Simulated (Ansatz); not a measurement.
A run of Ansatz 0.2.0 is set up as follows.

Contents of input.yaml:

```yaml
crystal:
  lattice:
    - [-2.029189411, 2.029189411, 1.6607599896]
    - [2.029189411, -2.029189411, 1.6607599896]
    - [2.029189411, 2.029189411, -1.6607599896]
  atoms:
    - { symbol: Sn, position: [0.0, 0.0, 0.0] }
hamiltonian:
  xc: pbe
  pseudopotentials: { kind: paw }
kpoints:
  mp_grid: { grid: [10, 10, 10] }
scf:
  occupations: { method: gaussian, width: 0.021 }
output:
  forces: true
  stress: true
  eigenvalues: true
  write_density: true
  write_potential: true
  elf: true
  volumetric_format: npy
```

Potentials or basis: Ansatz PAW.

The run is started by

```console
$ ansatz run input.yaml --threads 2 --pin off --max-ram 5632MiB --backend cpu --events-out ev --progress --plain --runs-dir out
```

Problem. What does it give for the pressure?

Solution. 0.8 GPa.

Problem. What does it give for the band gap on the k mesh?

Solution. None (metal or under the smearing width).

Stress tensor (GPa, compression positive):
```
0.32 0.00 0.00
0.00 0.32 0.00
0.00 0.00 1.78
```
